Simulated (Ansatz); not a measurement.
A 2-atom cell of GaAs started from a crystallographic database (r2SCAN geometry), in Ansatz:

```xyz
2
Lattice="0.0000 2.8331 2.8331 2.8331 0.0000 2.8331 2.8331 2.8331 0.0000" Properties=species:S:1:pos:R:3 pbc="T T T"
Ga    0.0000    0.0000    0.0000
As    1.4165    1.4165    1.4165
```

G0W0@HSE06 with 171 empty bands, a screening cutoff of 140 eV and a 4×4×4 mesh (PAW, contour deformation) gives 1.675 eV over the mesh points, from an HSE06 gap of 1.417 eV; it sums over 185 bands with 169 plane waves in the screening and a wave cutoff of 420 eV. No extrapolation in bands, cutoff or mesh was made for G0W0. (Simulation; spin polarisation is off.)

Q: Estimate the gap with starting point r2SCAN.

A: 1.451 eV (-0.224 eV), from a Kohn-Sham gap of 0.957 eV.

Q: Estimate the gap with starting point PBE, mesh 6×6×6, empty bands 73, screening cutoff 80 eV.

A: 1.281 eV (-0.394 eV), from a Kohn-Sham gap of 0.464 eV.

Spin-orbit coupling is left out.

With a shallow d shell on the cation, G0W0 converges slowly in bands and cutoff, so these values are in doubt.
